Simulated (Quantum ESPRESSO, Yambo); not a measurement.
Planning a run of Yambo 5.3.0 on BeTe (F-43m). The input:

```
optics
chi
dipoles
Chimod= "HARTREE"
% QpntsRXd
 1 | 4 |
%
% BndsRnXd
 1 | 49 |
%
NGsBlkXd= 3 Ry
% EnRngeXd
 0 | 30 | eV
%
% DmRngeXd
 0.2 | 0.2 | eV
%
ETStpsXd= 301
% LongDrXd
 1 | 0 | 0 |
%
```

The database entry behind the starting cell differs from later determinations by our own check (an axis about 1.5 % short against later determinations), so it need not match the best structure at ambient conditions.

```sh
OMP_NUM_THREADS=1 mpirun -n 4 yambo -F optics1.in -J optics1 -C optics1 > optics1.log
```

The stored states that it reads are on a 6×6×6 mesh. Symmetry: F-43m, No. 216, cubic system. The conventional cell has a = 5.540 Å, b = 5.540 Å, c = 5.540 Å, α = 90.00°, β = 90.00°, γ = 90.00°. Nearest to Be lie 4 Te at 2.40 Å. Nearest to Te lie 4 Be at 2.40 Å. Farther neighbours and most contacts between anions are not listed.

How long will it take on 4 MPI ranks of Arm Neoverse V1, shared host, and how much memory?

It took 41 s; on shared hardware allow 21 s to 82 s. Peak host memory was 1.4 GiB.

[Paths, hosts, dates, memory and timing lines, banners, echoed tables and standing remarks are left out of the program output.]

[Logs are printed without paths, hosts, clocks, repeated set-up lines and the standing remarks that a program may print on its own settings, such as how far it seeks lower states.]

[Runs of the session that timed out or met a known fault of the program may be left out.]

[Hosts, paths, dates, database ids (printed as entryN), source tags and the programs' standing remarks are cut or masked in the printed files.]
